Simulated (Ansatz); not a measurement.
# BN: frozen-core PAW against all-electron methods

```xyz
2
Lattice="0.0000 1.8075 1.8075 1.8075 0.0000 1.8075 1.8075 1.8075 0.0000" Properties=species:S:1:pos:R:3 pbc="T T T"
B     0.0000    0.0000    0.0000
N     2.7113    2.7113    2.7113
```

Atom numbers follow the list: B1, N2.

The conventional cell has a = 3.615 Å, b = 3.615 Å, c = 3.615 Å, α = 90.00°, β = 90.00°, γ = 90.00°. B (atom 1) has 4 N at 1.57 Å as nearest neighbours. N (atom 2) is surrounded by 4 B at 1.57 Å.

The cell comes from COD entry 9008834, which wasn't checked; take it as a given geometry.

All numbers are computed: DFT, LDA, PAW with Ansatz's default frozen-core files, scalar-relativistic (Ansatz 0.2.0); DFT, LDA, all-electron PAW with datasets made for the crystal, scalar-relativistic (Ansatz 0.2.0); DFT, LDA, all-electron LAPW, scalar-relativistic (Ansatz 0.2.0).

For PAW: a Γ-centred 11×11×11 k mesh, Fermi–Dirac smearing of 0.02 eV, cutoff 420 eV, no spin polarisation; the PAW files were made with PBE, and the program remakes their frozen cores for this functional. The crystal-made all-electron datasets (AE datasets) take a cutoff of 520 eV at this cell. LAPW targets a basis error of 0.5 meV/atom. The Ansatz runs share mesh, smearing and spin set-up. Plane-wave (PAW) pressures include the program's estimate of the Pulay term.

Stress and pressure are positive in compression.

Levels count from the top of the valence band.

```json
{"quantity": "pressure (GPa)", "PAW": "-10.97", "AE datasets": "-10.85", "LAPW": "-10.85"}
{"quantity": "band gap (eV)", "PAW": "4.361", "AE datasets": "4.353", "LAPW": "4.353"}
{"quantity": "highest filled level at X (eV)", "PAW": "-4.924", "AE datasets": "-4.925", "LAPW": "-4.925"}
{"quantity": "lowest empty level at X (eV)", "PAW": "4.361", "AE datasets": "4.353", "LAPW": "4.353"}
{"quantity": "highest filled level at L (eV)", "PAW": "-1.947", "AE datasets": "-1.947", "LAPW": "-1.947"}
{"quantity": "lowest empty level at L (eV)", "PAW": "10.203", "AE datasets": "10.206", "LAPW": "10.206"}
{"quantity": "highest filled level at Γ (eV)", "PAW": "0.000", "AE datasets": "0.000", "LAPW": "0.000"}
{"quantity": "lowest empty level at Γ (eV)", "PAW": "8.697", "AE datasets": "8.690", "LAPW": "8.690"}
```

PAW's pressure differs from the LAPW value by -0.12 GPa.
